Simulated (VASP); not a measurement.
# How strain moves the gap of SnSe

How do the gap and the pressure of SnSe answer to a change of volume or shape? All runs use r2SCAN. Left out of this account: 1 further run (fields: a reference on another mesh). The start is a computed cell from the Materials Project.

Main program and level: VASP 6.6.1; r2SCAN; plane waves and PAW (Sn_d, Se).

## Step 1: Starting point

The structure is orthorhombic, space group Pnma (No. 62). Conventional cell: a = 11.664 Å, b = 4.126 Å, c = 4.701 Å, α = 90.00°, β = 90.00°, γ = 90.00°. Sn has 3 Se at 2.77 Å nearest. Nearest to Se lie 3 Sn at 2.77 Å. Farther neighbours and most contacts between anions are not listed.

Structure file:

```cif
data_structure
_symmetry_space_group_name_H-M 'Pnma'
_symmetry_Int_Tables_number 62
_cell_length_a 11.6645
_cell_length_b 4.1263
_cell_length_c 4.7009
_cell_angle_alpha 90.000
_cell_angle_beta 90.000
_cell_angle_gamma 90.000
_cell_volume 226.26
loop_
_atom_site_label
_atom_site_type_symbol
_atom_site_symmetry_multiplicity
_atom_site_Wyckoff_symbol
_atom_site_fract_x
_atom_site_fract_y
_atom_site_fract_z
_atom_site_occupancy
Sn1 Sn 4 c 0.61879 0.75000 0.37655 1
Se1 Se 4 c 0.14855 0.25000 0.50918 1
```

## Step 2: Bands, cell as listed

Levels along the symmetry lines show where the bands peak and cross; KPOINTS_OPT computes them in the converged potential. r2SCAN adds the kinetic-energy density, costs more than a GGA and is run with LASPH.

Contents of INCAR:

```
SYSTEM = SnSe
PREC = Accurate
ENCUT = 400
EDIFF = 1E-06
NELM = 100
ISMEAR = -1
SIGMA = 0.05
LREAL = .FALSE.
ALGO = Normal
METAGGA = R2SCAN
LASPH = .TRUE.
NBANDS = 61
LORBIT = 11
LWAVE = .FALSE.
LCHARG = .FALSE.
KPAR = 4
NCORE = 2
```

Contents of POSCAR:

```
SnSe
1.0
   11.6644585000      0.0000000000      0.0000000000
    0.0000000000      4.1262509500      0.0000000000
    0.0000000000      0.0000000000      4.7009074500
Sn Se
4 4
Direct
    0.6187868500      0.7500000000      0.3765543000
    0.8812131500      0.2500000000      0.8765543000
    0.3812131500      0.2500000000      0.6234457000
    0.1187868500      0.7500000000      0.1234457000
    0.1485530300      0.2500000000      0.5091818000
    0.6485530300      0.2500000000      0.9908182000
    0.3514469700      0.7500000000      0.0091818000
    0.8514469700      0.7500000000      0.4908182000
```

Contents of KPOINTS:

```
Automatic mesh
0
Gamma
2 6 5
0 0 0
```

Contents of KPOINTS_OPT:

```
Line mode
12
Line-mode
Reciprocal
  0.00000000   0.00000000   0.00000000 GAMMA
  0.00000000   0.50000000   0.00000000 X

  0.00000000   0.50000000   0.00000000 X
  0.00000000   0.50000000   0.50000000 S

  0.00000000   0.50000000   0.50000000 S
  0.00000000   0.00000000   0.50000000 Y

  0.00000000   0.00000000   0.50000000 Y
  0.00000000   0.00000000   0.00000000 GAMMA

  0.00000000   0.00000000   0.00000000 GAMMA
  0.50000000   0.00000000   0.00000000 Z

  0.50000000   0.00000000   0.00000000 Z
  0.50000000   0.50000000   0.00000000 U

  0.50000000   0.50000000   0.00000000 U
  0.50000000   0.50000000   0.50000000 R

  0.50000000   0.50000000   0.50000000 R
  0.50000000   0.00000000   0.50000000 T

  0.50000000   0.00000000   0.50000000 T
  0.50000000   0.00000000   0.00000000 Z

  0.00000000   0.00000000   0.50000000 Y
  0.50000000   0.00000000   0.50000000 T

  0.50000000   0.50000000   0.00000000 U
  0.00000000   0.50000000   0.00000000 X

  0.00000000   0.50000000   0.50000000 S
  0.50000000   0.50000000   0.50000000 R
```

The projector-augmented-wave data sets are Sn_d and Se (PBE family, release 64).

Command:

```console
$ mpirun -np 8 vasp_std
```

The program printed:

```text
[banner, memory and clock lines left out]
running    8 mpi-ranks, on    1 nodes
 distrk:  each k-point on    2 cores,    4 groups
 distr:  one band on    2 cores,    1 groups

 POSCAR found type information on POSCAR SnSe
 POSCAR found :  2 types and       8 ions
|                                                                             |
|               ----> ADVICE to this user running VASP <----                  |
|                                                                             |
|     You enforced a specific xc type in the INCAR file but a different       |
|     [... a line on the potential file left out ...]
|     I HOPE YOU KNOW WHAT YOU ARE DOING!                                     |
|                                                                             |

 LDA part: xc-table for (None), standard interpolation
 POSCAR, INCAR and KPOINTS ok, starting setup
 FFT: planning ... GRIDC
 FFT: planning ... GRID_SOFT
 FFT: planning ... GRID
 WAVECAR not read
 entering main loop
       N       E                     dE             d eps       ncg     rms          rms(c)
DAV:   1     0.666486142255E+03    0.66649E+03   -0.31336E+04  3179   0.145E+03
DAV:   2    -0.297775716069E+02   -0.69626E+03   -0.65734E+03  2936   0.458E+02
DAV:   3    -0.164437976430E+03   -0.13466E+03   -0.12925E+03  3370   0.166E+02
DAV:   4    -0.173074130928E+03   -0.86362E+01   -0.85393E+01  3432   0.453E+01
DAV:   5    -0.173301601974E+03   -0.22747E+00   -0.22733E+00  3504   0.794E+00    0.764E+00
DAV:   6    -0.159729081006E+03    0.13573E+02   -0.37433E+00  3918   0.152E+01    0.516E+00
DAV:   7    -0.159792160017E+03   -0.63079E-01   -0.77788E-01  3488   0.332E+00    0.198E+00
DAV:   8    -0.159812978259E+03   -0.20818E-01   -0.39564E-02  3697   0.129E+00    0.613E-01
DAV:   9    -0.159817459758E+03   -0.44815E-02   -0.74055E-03  3424   0.392E-01    0.248E-01
DAV:  10    -0.159817892507E+03   -0.43275E-03   -0.11757E-03  3707   0.230E-01    0.947E-02
DAV:  11    -0.159818105954E+03   -0.21345E-03   -0.33268E-04  3193   0.976E-02    0.215E-02
DAV:  12    -0.159818110299E+03   -0.43454E-05   -0.54609E-05  3954   0.463E-02    0.101E-02
DAV:  13    -0.159818113151E+03   -0.28519E-05   -0.77395E-06  3161   0.128E-02    0.465E-03
DAV:  14    -0.159818112247E+03    0.90431E-06   -0.78463E-07  1754   0.610E-03
   1 F= -.15981811E+03 E0= -.15981811E+03  d E =-.200280E-05
 Start KPOINTS_OPT (optional k-point list driver)
k-point batch [1-24\144]
       N       E                     dE             ncg
DAV:   1     0.293797428291E+04   -0.31721E+05     3232
DAV:   2    -0.139680999178E+05   -0.16906E+05     2944
DAV:   3    -0.171321063970E+05   -0.31640E+04     3313
DAV:   4    -0.173324138991E+05   -0.20031E+03     3384
DAV:   5    -0.173376510254E+05   -0.52371E+01     3459
DAV:   6    -0.173378676908E+05   -0.21667E+00     4158
DAV:   7    -0.173378709395E+05   -0.32487E-02     4041
DAV:   8    -0.173378710059E+05   -0.66442E-04     4150
DAV:   9    -0.173378710073E+05   -0.13666E-05     2249
DAV:  10    -0.173378710076E+05   -0.29571E-06     1921
[...]
k-point batch [121-144\144]
       N       E                     dE             ncg
DAV:   1     0.284268699370E+04   -0.45570E+05     3212
DAV:   2    -0.140940945048E+05   -0.16937E+05     2960
DAV:   3    -0.172646016352E+05   -0.31705E+04     3414
DAV:   4    -0.174590646739E+05   -0.19446E+03     3416
DAV:   5    -0.174640923466E+05   -0.50277E+01     3475
DAV:   6    -0.174643065315E+05   -0.21418E+00     4196
DAV:   7    -0.174643095324E+05   -0.30009E-02     4075
DAV:   8    -0.174643095926E+05   -0.60205E-04     4238
DAV:   9    -0.174643095939E+05   -0.12323E-05     2187
DAV:  10    -0.174643095941E+05   -0.27873E-06     1909
```

The job ended after 3.2 min (8 MPI ranks of Intel Xeon 6975P-C (Granite Rapids), shared host; peak memory 2.3 GiB).

Lines that name or quote the potential files are left out of all logs, and their timing lines are given in words.

Parts of OUTCAR (step 2):

```text
ion  position               nearest neighbor table
   1  0.619  0.750  0.377-   8 2.77   6 2.77   6 2.77   3 3.64   3 3.64
   2  0.881  0.250  0.877-   6 2.77   8 2.77   8 2.77   4 3.64   4 3.64
   3  0.381  0.250  0.623-   5 2.77   7 2.77   7 2.77   1 3.64   1 3.64
   4  0.119  0.750  0.123-   7 2.77   5 2.77   5 2.77   2 3.64   2 3.64
   5  0.149  0.250  0.509-   3 2.77   4 2.77   4 2.77
   6  0.649  0.250  0.991-   2 2.77   1 2.77   1 2.77
   7  0.351  0.750  0.009-   4 2.77   3 2.77   3 2.77
   8  0.851  0.750  0.491-   1 2.77   2 2.77   2 2.77

  LATTYP: Found a simple orthorhombic cell.
 ALAT       =     4.1262509500
 B/A-ratio  =     1.1392684320
 C/A-ratio  =     2.8268902307

 Subroutine GETGRP returns: Found  8 space group operations
 (whereof  2 operations were pure point group operations)

The static configuration has the point symmetry S_2 .
 The point group associated with its full space group is D_2h.

 Found     24 irreducible k-points:

   k-points           NKPTS =     24   k-points in BZ     NKDIM =     24   number of bands    NBANDS=     61

   dimension x,y,z NGX =    80 NGY =   28 NGZ =   32
   dimension x,y,z NGXF=   160 NGYF=   56 NGZF=   64

   ENCUT  =  400.0 eV  29.40 Ry    5.42 a.u.  19.02  6.73  7.67*2*pi/ulx,y,z

   NELECT =      80.0000    total number of electrons

 k-points in reciprocal lattice and weights: Automatic mesh
   0.00000000  0.00000000  0.00000000       0.017
   0.50000000  0.00000000  0.00000000       0.017
   0.00000000  0.16666667  0.00000000       0.033
   0.50000000  0.16666667  0.00000000       0.033
   0.00000000  0.33333333  0.00000000       0.033
   0.50000000  0.33333333  0.00000000       0.033
   0.00000000  0.50000000  0.00000000       0.017
   0.50000000  0.50000000  0.00000000       0.017
   0.00000000  0.00000000  0.20000000       0.033
[...]
0.00000000  0.50000000  0.40000000       0.033
   0.50000000  0.50000000  0.40000000       0.033

 average (electrostatic) potential at core
       1-107.7031       2-107.7031       3-107.7031       4-107.7031       5 -57.6222
       6 -57.6222       7 -57.6222       8 -57.6222

 E-fermi :   5.0729

 k-point     1 :       0.0000    0.0000    0.0000
  band No.  band energies     occupation
    ...
     36       2.7435      2.00000
     37       3.0718      2.00000
     38       3.7272      2.00000
     39       3.8533      2.00000
     40       4.3806      2.00000
     41       5.8223      0.00000
     42       7.5258      0.00000
     43       7.5951      0.00000
     44       7.7190      0.00000
     45       7.9139      0.00000
    ...

 k-point     2 :       0.5000    0.0000    0.0000
  band No.  band energies     occupation
    ...
     36       2.6672      2.00000
     37       2.8529      2.00000
     38       2.8529      2.00000
     39       4.1651      2.00000
     40       4.1651      2.00000
     41       7.2904      0.00000
     42       7.2904      0.00000
     43       7.4246      0.00000
     44       7.4246      0.00000
     45       8.5532      0.00000
    ...

 k-point     3 :       0.0000    0.1667    0.0000
  band No.  band energies     occupation
    ...
     36       2.7800      2.00000
     37       2.8869      2.00000
     38       3.8709      2.00000
     39       4.0668      2.00000
     40       4.2353      2.00000
     41       6.0157      0.00000
     42       6.7637      0.00000
     43       7.5840      0.00000
     44       7.8448      0.00000
     45       7.9803      0.00000
    ...

  Total       -0.0592031     -0.0955410     -0.0661718      0.0000000     -0.0000000      0.0000000
  in kB       -0.4192304     -0.6765476     -0.4685779      0.0000000     -0.0000000      0.0000000
  external PRESSURE =      -0.5214520 kB  Pullay stress =       0.0000000 kB

  energy-cutoff  :      400.00
  volume of cell :      226.26
      direct lattice vectors                 reciprocal lattice vectors
    11.664458500  0.000000000  0.000000000     0.085730512  0.000000000  0.000000000
     0.000000000  4.126250950  0.000000000     0.000000000  0.242350747  0.000000000
     0.000000000  0.000000000  4.700907450     0.000000000  0.000000000  0.212724886

 POSITION                                       TOTAL-FORCE (eV/Angst)
 -----------------------------------------------------------------------------------
      7.21781      3.09469      1.77015         0.031018     -0.000000     -0.002333
     10.27887      1.03156      4.12060        -0.031018     -0.000000     -0.002333
      4.44664      1.03156      2.93076        -0.031018      0.000000      0.002333
      1.38558      3.09469      0.58031         0.031018     -0.000000      0.002333
      1.73279      1.03156      2.39362         0.000185      0.000000      0.003456
      7.56502      1.03156      4.65774         0.000185     -0.000000     -0.003456
      4.09944      3.09469      0.04316        -0.000185     -0.000000      0.003456
      9.93167      3.09469      2.30729        -0.000185     -0.000000     -0.003456
 -----------------------------------------------------------------------------------
    total drift:                               -0.000000      0.000000     -0.000000

  FREE ENERGIE OF THE ION-ELECTRON SYSTEM (eV)
  ---------------------------------------------------
  free  energy   TOTEN  =      -159.8181122466 eV

  energy  without entropy=     -159.8181102438  energy(sigma->0) =     -159.81811125

 total charge
# of ion       s       p       d       tot
------------------------------------------
    1        1.315   0.782   9.988  12.085
    2        1.315   0.782   9.988  12.085
    3        1.315   0.782   9.988  12.085
    4        1.315   0.782   9.988  12.085
    5        1.466   2.382   0.023   3.871
    6        1.466   2.382   0.023   3.871
    7        1.466   2.382   0.023   3.871
    8        1.466   2.382   0.023   3.871
--------------------------------------------------
tot         11.122  12.657  40.043  63.822

[... 3 further parts left out ...]
```

Spin-orbit coupling is off here; with elements this heavy it splits and shifts levels by tenths of an eV or more. The PAW data sets were made with PBE, which is usual practice but a small mismatch for other functionals.

Numbers from this step:

```yaml
scf_cycles: 14
electrons: 80
bands: 61
irreducible_k_points: 24
symmetry_operations: 8
free_energy_toten: -159.8181 eV
fermi_energy: 5.073 eV
pressure: -0.05215 GPa
metallic: no
least_gap_on_mesh_and_path: 1.020 eV
least_direct_gap_on_mesh_and_path: 1.344 eV
valence_top_at_k: 0, 0, 0.3182
conduction_bottom_at_k: 0, 0.3333, 0
least_direct_gap_at_k: 0, 0.3182, 0
```

The electronic bands at the labelled points (eV, zero at the valence-band top; v1 is the highest filled band, c1 the lowest empty one):

| point | v4 | v3 | v2 | v1 | c1 | c2 | c3 | c4 |
| --- | --- | --- | --- | --- | --- | --- | --- | --- |
| Γ | -1.51 | -0.86 | -0.73 | -0.20 | 1.24 | 2.94 | 3.01 | 3.13 |
| 0.45 of the way | -1.66 | -0.72 | -0.51 | -0.34 | 1.57 | 1.58 | 2.68 | 2.97 |
| X | -1.12 | -1.12 | -0.95 | -0.95 | 1.56 | 1.56 | 1.57 | 1.57 |
| 0.45 of the way | -1.82 | -1.82 | -0.77 | -0.77 | 1.49 | 1.49 | 2.91 | 2.91 |
| S | -2.06 | -2.06 | -1.22 | -1.22 | 2.97 | 2.97 | 3.20 | 3.20 |
| 0.45 of the way | -1.50 | -1.50 | -0.75 | -0.75 | 1.96 | 1.96 | 3.60 | 3.60 |
| Y | -0.82 | -0.82 | -0.08 | -0.08 | 1.66 | 1.66 | 2.17 | 2.17 |
| 0.45 of the way | -1.32 | -0.88 | -0.35 | -0.06 | 1.56 | 1.71 | 2.35 | 2.73 |
| Γ | -1.51 | -0.86 | -0.73 | -0.20 | 1.24 | 2.94 | 3.01 | 3.13 |
| 0.45 of the way | -1.56 | -1.30 | -0.63 | -0.25 | 1.77 | 2.83 | 2.99 | 3.07 |
| Z | -1.73 | -1.73 | -0.42 | -0.42 | 2.71 | 2.71 | 2.84 | 2.84 |
| 0.45 of the way | -1.59 | -1.59 | -0.37 | -0.37 | 2.05 | 2.05 | 2.90 | 2.90 |
| U | -1.21 | -1.21 | -1.21 | -1.21 | 1.81 | 1.81 | 1.81 | 1.81 |
| 0.45 of the way | -1.36 | -1.36 | -1.36 | -1.36 | 2.46 | 2.46 | 2.46 | 2.46 |
| R | -1.36 | -1.36 | -1.36 | -1.36 | 2.83 | 2.83 | 2.83 | 2.83 |
| 0.45 of the way | -1.48 | -1.48 | -1.11 | -1.11 | 2.77 | 2.77 | 3.47 | 3.47 |
| T | -0.57 | -0.57 | -0.11 | -0.11 | 1.68 | 1.68 | 2.19 | 2.19 |
| 0.45 of the way | -1.08 | -1.08 | -0.50 | -0.50 | 2.10 | 2.10 | 2.81 | 2.81 |
| Z | -1.73 | -1.73 | -0.42 | -0.42 | 2.71 | 2.71 | 2.84 | 2.84 |
| jump to Y | -0.82 | -0.82 | -0.08 | -0.08 | 1.66 | 1.66 | 2.17 | 2.17 |
| 0.45 of the way | -0.68 | -0.68 | -0.09 | -0.09 | 1.65 | 1.65 | 2.20 | 2.20 |
| T | -0.57 | -0.57 | -0.11 | -0.11 | 1.68 | 1.68 | 2.19 | 2.19 |
| jump to U | -1.21 | -1.21 | -1.21 | -1.21 | 1.81 | 1.81 | 1.81 | 1.81 |
| 0.55 of the way | -1.15 | -1.15 | -1.09 | -1.09 | 1.65 | 1.65 | 1.70 | 1.70 |
| X | -1.12 | -1.12 | -0.95 | -0.95 | 1.56 | 1.56 | 1.57 | 1.57 |
| jump to S | -2.06 | -2.06 | -1.22 | -1.22 | 2.97 | 2.97 | 3.20 | 3.20 |

Of the projections kept (Sn, Se), the largest for each band there; the rest of the weight can lie on other orbitals:

| point | v4 | v3 | v2 | v1 | c1 | c2 | c3 | c4 |
| --- | --- | --- | --- | --- | --- | --- | --- | --- |
| Γ | Se 0.83 | Se 0.61 | Se 0.73 | Se 0.68 | Sn 0.85 | Sn 0.71 | Sn 0.65 | Sn 0.63 |
| X | Sn 0.54 | Sn 0.54 | Se 0.52 | Se 0.52 | Sn 0.64 | Sn 0.64 | Sn 0.67 | Sn 0.67 |
| S | Se 0.53 | Se 0.53 | Se 0.67 | Se 0.67 | Sn 0.68 | Sn 0.68 | Sn 0.51 | Sn 0.51 |
| Y | Se 0.55 | Se 0.55 | Se 0.51 | Se 0.51 | Sn 0.73 | Sn 0.73 | Sn 0.59 | Sn 0.59 |
| Γ | Se 0.83 | Se 0.61 | Se 0.73 | Se 0.68 | Sn 0.85 | Sn 0.71 | Sn 0.65 | Sn 0.63 |
| Z | Se 0.80 | Se 0.80 | Se 0.72 | Se 0.72 | Sn 0.70 | Sn 0.70 | Sn 0.63 | Sn 0.63 |

The gap is 1.02 eV, indirect.

(Part 1 of 6 ends here.)

[Lines on the potential files, build, host, timing and source positions are cut from VASP's logs without a mark.]

[Logs are printed without paths, hosts, clocks, repeated set-up lines and the standing remarks that a program may print on its own settings, such as how far it seeks lower states.]

[Hosts, paths, dates, database ids (printed as entryN), source tags and the programs' standing remarks are cut or masked in the printed files.]

[A measured line is paired with the nearest computed mode of its activity, which favours agreement.]
